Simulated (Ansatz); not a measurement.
# Does relaxation matter for the field gradients of CdS?

Start: an entry of the Crystallography Open Database (COD), taken as it stands.

```xyz
4
Lattice="4.1500 0.0000 0.0000 -2.0750 3.5940 0.0000 0.0000 0.0000 6.7370" Properties=species:S:1:pos:R:3 pbc="T T T"
Cd    0.0000    2.3960    0.0000
Cd    2.0750    1.1980    3.3685
S     0.0000    2.3960    2.5264
S     2.0750    1.1980    5.8949
```

Sites (sets of like atoms) are named by element and the number of their first atom in this list.

The numbers come from a DFT calculation in Ansatz (PBE, plane waves and PAW, scalar-relativistic, 420 eV cutoff, Γ-centred 12×12×7 k-points, Fermi–Dirac smearing 0.02 eV).

The largest force at the start is 0.068 eV/Å. Relaxing the ions at fixed cell moves them by 0.007 Å at most (atom 1, Cd) and 0.007 Å rms.

```tsv
site	atom	moved (Å)	first shell before	first shell after	V_zz before (10²¹ V/m²)	η before
Cd	1	0.007	4 S at 2.53–2.54 Å	4 S at 2.54 Å	-0.38	0.00
S	3	0.007	4 Cd at 2.53–2.54 Å	4 Cd at 2.54 Å	0.11	0.00
```

Q: How do the gradients change?

A: 

| site | atom | V_zz after | η after | change of V_zz |
| --- | --- | --- | --- | --- |
| Cd | 1 | 0.29 | 0.00 | +0.67 |
| S | 3 | -0.066 | 0.00 | -0.18 |

The largest change of V_zz is on Cd, from -0.38 to 0.29. V_zz changes sign on Cd (same axis), S (same axis).

Before: Without spin–orbit coupling (the program notes it for Cd) the gradients can shift somewhat, as the gap is small.
After: Without spin–orbit coupling (the program notes it for Cd) the gradients are little affected as a rule: paired runs on crystals with a gap mostly move them by under 2 % at such atoms.
